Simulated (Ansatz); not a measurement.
**CaO: what a change of element does**

Computed with Ansatz (plane waves, PAW, 420 eV cutoff): PBE, scalar-relativistic, spin polarisation where moments were expected, Gaussian smearing of 0.05 eV.

CaO was relaxed to zero pressure in the rocksalt structure.

The structure is cubic, space group Fm-3m (No. 225). Conventional cell: a = 4.831 Å, b = 4.831 Å, c = 4.831 Å, α = 90.00°, β = 90.00°, γ = 90.00°. Ca (site symmetry m-3m) has 6 O at 2.42 Å as nearest neighbours. Around O (site symmetry m-3m) lie 6 Ca at 2.42 Å. Neighbours are those within 15 % of a site's shortest distance, so a longer bond may be listed from one end only.

Results for CaO: a (Å) 4.831, V (Å³/atom) 14.09, shortest unlike bond (Å) 2.42, gap (eV) 3.66, B0 (GPa) 105, E_f (eV/atom) -2.95.

Question: All O is replaced by S and the cell relaxed again in the same space group. What comes out?

Answer: CaS: a (Å) 5.712, V (Å³/atom) 23.29, shortest unlike bond (Å) 2.86, gap (eV) 2.38, B0 (GPa) 57, E_f (eV/atom) -2.17.

The volume changes by +65.3 %, or +18.2 % in mean length, and the shortest unlike bond by 0.44 Å. The bulk modulus goes from 105.3 to 57.0 GPa, as V^−1.2: with like bonding the larger cell is the softer. The formation energy moves by 0.78 eV/atom, so CaO is the more strongly bound against its own elements. That goes with its larger difference in electronegativity (Pauling: O 3.44, S 2.58, Ca 1.00). For O, S the 2 valence electrons of Ca just fill the anion's shell; these members are gapped.

Gaps are (generalised) Kohn–Sham gaps. E_f is the formation energy from the elements run alike, at 0 K, without zero-point energy or any correction for the binding of gas molecules or dispersion between the molecules, chains or layers of the solid elements; it is good to about 0.01 eV/atom as a calculation.

All runs used the PAW datasets of the set soft_2.
